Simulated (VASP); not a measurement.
Write the native input for VASP 6.6.1 that does the following.

```yaml
Task: relaxation of cell and atoms
Functional: PBEsol
Potentials_or_basis: VASP PAW PBE potentials, release 64 (Ta_pv, As)
Cutoff: 600 eV
k_mesh: 10 × 10 × 10
Occupations: fermi-dirac, width 0.05 eV
Spin: no spin polarisation
Ladder: gaps
Further_INCAR_settings: ALGO = Fast; EDIFF = 1e-06; IBRION = 2; EDIFFG = -0.01; NSW = 60; ISIF = 3
```

The structure of TaAs lies in POSCAR:

```
TaAs
1.0
   -1.7218133622      1.7218133622      5.8679415361
    1.7218133622     -1.7218133622      5.8679415361
    1.7218133622      1.7218133622     -5.8679415361
Ta As
2 2
Direct
    0.4999673000      0.4999673000      0.0000000000
    0.2499673000      0.7499673000      0.5000000000
    0.0826321200      0.0826321200      0.0000000000
    0.8326321200      0.3326321200      0.5000000000
```

The cell is a database's computed one.

The input as run:

INCAR

```
SYSTEM = TaAs
PREC = Accurate
ENCUT = 600
EDIFF = 1E-6
ISMEAR = -1
SIGMA = 0.05
LREAL = .False.
LASPH = .True.
NELM = 100
ALGO = Fast
ISIF = 3
LWAVE = .False.
LCHARG = .False.
GGA = PS
IBRION = 2
NSW = 60
EDIFFG = -0.01
KPAR = 2
```

KPOINTS

```
Automatic mesh
0
Gamma
  10 10 10
  0 0 0
```

Potentials or basis: VASP PAW PBE potentials, release 64 (Ta_pv, As).

Command:

```sh
$ cat potpaw_PBE.64/Ta_pv/POTCAR potpaw_PBE.64/As/POTCAR > POTCAR
$ mpirun -np 2 vasp_std > vasp.out
```

Results of the run:

| Item | Value |
| --- | --- |
| Relaxed volume | 17.08 Å³/atom |
| Relaxed cell | a = 6.288 Å, b = 6.288 Å, c = 6.288 Å, α = 148.33°, β = 148.33°, γ = 45.40° |
| Space group after relaxing (to 0.05 Å) | I4_1md (No. 109) |
| Energy gained by relaxing | 3.4 meV/atom |
| Ionic steps | 10 |
| Pressure after relaxing | 0.1 GPa |
| Largest force after relaxing | 0.006 eV/Å |
| Band gap on the k mesh | 0.01 eV, indirect (least direct gap 0.02 eV) |

Caveat: the PAW data sets were made with another functional, which shifts forces and pressure a little; spin-orbit coupling is left out, which moves the levels of the heavy elements.

It took 18 min on 2 MPI ranks on Intel(R) Xeon(R) 6975P-C (Granite Rapids), on a shared host, peak memory 0.53 GiB a rank.
